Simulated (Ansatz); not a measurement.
## Ta: comparing deformations

Method: Ansatz 0.2.0, DFT PBE, scalar-relativistic, plane waves, PAW. Settings: plane waves to 420 eV, k-mesh 24×24×24 (Γ-centred), Gaussian smearing 0.15 eV. Spin–orbit coupling is left out, which can shift energies with elements as heavy as these. No spin polarisation. Energies are free energies at this smearing, counted from the undisturbed cell; pressure is positive in compression.

The starting cell (relaxed at this level; this fcc form isn't the usual structure):

```xyz
1
Lattice="0.0000 2.1115 2.1115 2.1115 0.0000 2.1115 2.1115 2.1115 0.0000" Properties=species:S:1:pos:R:3 pbc="T T T"
Ta    0.0000    0.0000    0.0000
```

The cell is strained by ε times a Voigt pattern (xx, yy, zz, yz, xz, xy; engineering shear) with fractional coordinates fixed. τ = (1/V0) dE/dε comes from the stress tensor. Of each scan, only the three points used here are listed.

```csv
pattern,ε,τ (GPa)
"(0, 0, 0, 0, 1, 0)",-0.0050,-0.31
"(0, 0, 0, 0, 1, 0)",0.0000,0.00
"(0, 0, 0, 0, 1, 0)",0.0050,0.31
"(0, 1, 0, 0, 0, 0)",-0.0150,-1.63
"(0, 1, 0, 0, 0, 0)",0.0000,-0.05
"(0, 1, 0, 0, 0, 0)",0.0150,1.79
```

Problem. Which constants do the scans give, and which deformation costs least for the same size of strain tensor?

Solution. The slope dτ/dε at zero (parabola through three points) is pᵀCp: (0, 0, 0, 0, 1, 0) gives C44 = 61 GPa; (0, 1, 0, 0, 0, 0) gives C11 = 114 GPa. The size of the strain tensor, ε:ε, is ε² times 0.5, 1.0. Per unit of it the stiffnesses are 123, 114 GPa, so (0, 1, 0, 0, 0, 0) is the softest of these: at ε:ε = (1 %)² the quadratic term costs 0.67 meV/atom against 0.72 for the stiffest. These are clamped-ion values.

In a metal these slopes depend on the k mesh and the smearing.

Cost: 17 runs of about 3.7 core-minutes in all, on Intel Xeon Platinum 8488C (Sapphire Rapids) (shared hosts).